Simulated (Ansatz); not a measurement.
# TaSi2: the cost of one run

Computed with Ansatz 0.2.0 (DFT PBE, scalar-relativistic, plane waves, PAW, unless a step's input says otherwise).

1 further run of the same task is left out (it didn't finish).

### Step 1. Starting point

Symmetry: P-6m2, No. 187, hexagonal system. Conventional cell: a = 3.616 Å, b = 3.616 Å, c = 4.747 Å, α = 90.00°, β = 90.00°, γ = 120.00°. Around Ta (site symmetry -6m2) lie 6 Si at 2.46 Å. Si (site symmetry 3m) is surrounded by 1 Si at 2.16 Å and 3 Ta at 2.46 Å.

Structure file:

```
Ta Si
1.0
     3.61611    0.00000    0.00000
    -1.80805    3.13164    0.00000
     0.00000    0.00000    4.74733
Ta Si
1 2
Cartesian
  1.8081 1.0439 2.3737
  0.0000 2.0878 1.0786
  0.0000 2.0878 3.6688
```

A structure generator made this guess: random cell by space group and Wyckoff sites (P-6m2, No. 187). Lengths come from tabulated atomic sizes and are only a guess.

### Step 2. A first look at the guess

The input, input.yaml:

```yaml
crystal:
  lattice:
    - [3.61610969, 0.0, 0.0]
    - [-1.80805485, 3.13164286, 0.0]
    - [0.0, 0.0, 4.74733197]
  atoms:
    - { symbol: Ta, position: [0.66666667, 0.33333333, 0.5] }
    - { symbol: Si, position: [0.33333333, 0.66666667, 0.22719254] }
    - { symbol: Si, position: [0.33333333, 0.66666667, 0.77280746] }
basis:
  ecutwfc: 420
kpoints:
  mp_grid: { grid: [6, 6, 4] }
hamiltonian:
  xc: pbe
scf:
  occupations: { method: gaussian, width: 0.1 }
  lower_state_search: "off"
output:
  forces: true
  stress: true
  eigenvalues: true
```

Run with:

```sh
$ ansatz run input.yaml --threads 1 --pin off --max-ram 2560MiB --backend cpu --events-out ev --progress --plain --runs-dir out
```

**Question.** How long does this run take on 1 thread of Arm Neoverse V2, shared host, and how much memory does it need?

About 2.2 s, with a peak of 0.3 GiB.
